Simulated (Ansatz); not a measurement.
The system is Ru.

```
CELL_PARAMETERS angstrom
2.70580 0.00000 0.00000
-1.35290 2.34329 0.00000
0.00000 0.00000 4.28190
ATOMIC_POSITIONS crystal
Ru 0.66667 0.33333 0.75000
Ru 0.33333 0.66667 0.25000
```

```yaml
Program: Ansatz 0.2.0
Task: relaxation of cell and atoms
Functional: PBE
Potentials_or_basis: Ansatz PAW
Cutoff: "420 eV (not typed: the program's choice for these potentials)"
k_mesh: 11 × 11 × 6
Occupations: fermi-dirac, width 0.05 eV
Spin: no spin polarisation
```

At the start: volume 13.57 Å³/atom.

Question: How do energy, volume and symmetry change on relaxing?

Answer: It ends after 4 steps and the volume is 13.77 Å³/atom (+1.4 %); space group P6_3/mmc (No. 194, to 0.05 Å).

The path:
```tsv
step	energy change (eV)	largest force (eV/Å)	volume (Å³)
1	0.0000	0.0000	27.15
2	-0.0053	0.0000	27.55
3	-0.0053	0.0000	27.54
4	-0.0055	0.0000	27.54
```

Final structure:
```
CELL_PARAMETERS angstrom
2.71952 0.00000 0.00000
-1.35976 2.35517 0.00000
0.00000 0.00000 4.29975
ATOMIC_POSITIONS crystal
Ru 0.66667 0.33333 0.75000
Ru 0.33333 0.66667 0.25000
```

Caveat: the plane-wave basis is chosen anew once the cell has moved, so the energies of steps on either side of that aren't comparable.
